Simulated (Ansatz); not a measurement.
PbTiO3 in the cubic perovskite structure, relaxed with r2SCAN. Space group Pm-3m (No. 221), cubic; conventional cell a = 3.935 Å, 12.19 Å³ an atom. Pb has 12 O at 2.78 Å; Ti has 6 O at 1.97 Å; O has 2 Ti at 1.97 Å and 4 Pb at 2.78 Å.

```
Pb Ti O
1.0
     3.93507    0.00000    0.00000
     0.00000    3.93507    0.00000
     0.00000    0.00000    3.93507
Pb Ti O
1 1 3
Direct
  0.00000 0.00000 0.00000
  0.50000 0.50000 0.50000
  0.50000 0.50000 0.00000
  0.50000 0.00000 0.50000
  0.00000 0.50000 0.50000
```

4 runs of the plane-wave code Ansatz on this cell differ in the functional (and in the settings that go with it). Levels are in eV from each run's valence top; v1 is the last filled band, c1 the first empty one.

Run A, mean stress 0.0 GPa (compression positive):

| point | v5 | v3 | v1 | c1 | c2 | c3 |
| --- | --- | --- | --- | --- | --- | --- |
| Γ | -1.65 | -1.12 | -1.12 | 1.92 | 1.92 | 1.92 |
| X | -2.97 | -1.11 | 0.00 | 1.92 | 3.24 | 3.58 |
| M | -2.80 | -2.26 | -0.44 | 3.61 | 3.61 | 4.29 |

Run B, mean stress -1.8 GPa (compression positive):

| point | v5 | v3 | v1 | c1 | c2 | c3 |
| --- | --- | --- | --- | --- | --- | --- |
| Γ | -1.96 | -1.42 | -1.42 | 2.72 | 2.72 | 2.72 |
| X | -3.47 | -1.40 | 0.00 | 2.73 | 3.78 | 4.58 |
| M | -3.20 | -2.72 | -0.68 | 4.61 | 4.61 | 5.40 |

Run C, mean stress +4.4 GPa (compression positive):

| point | v5 | v3 | v1 | c1 | c2 | c3 |
| --- | --- | --- | --- | --- | --- | --- |
| Γ | -1.55 | -1.02 | -1.02 | 1.63 | 1.63 | 1.63 |
| X | -2.84 | -1.01 | 0.00 | 1.63 | 2.77 | 3.31 |
| M | -2.72 | -2.13 | -0.38 | 3.33 | 3.33 | 4.00 |

Run D, mean stress -1.9 GPa (compression positive):

| point | v5 | v3 | v1 | c1 | c2 | c3 |
| --- | --- | --- | --- | --- | --- | --- |
| Γ | -2.00 | -1.45 | -1.45 | 3.43 | 3.43 | 3.43 |
| X | -3.52 | -1.42 | 0.00 | 3.44 | 4.46 | 5.32 |
| M | -3.26 | -2.76 | -0.72 | 5.35 | 5.35 | 6.14 |

Problem. Match the runs to PBE, r2SCAN, HSE06, PBE0.

Solution. A is r2SCAN, B is HSE06, C is PBE, D is PBE0. In order of the gap: PBE 1.63, r2SCAN 1.92, HSE06 2.72, PBE0 3.43 eV. The stress vanishes for r2SCAN, which relaxed the cell.

The values are computed, spin-unpolarised, and not measurements.

Spin-orbit coupling is left out; in compounds of Pb, Bi, Tl or Hg it can lower a gap by up to about 1 eV, split its edges or invert the bands.

The program warns that its thresholds are loose for a hybrid's stress.

The meshes of the hybrids are coarse, so their gaps aren't converged to the digits shown.
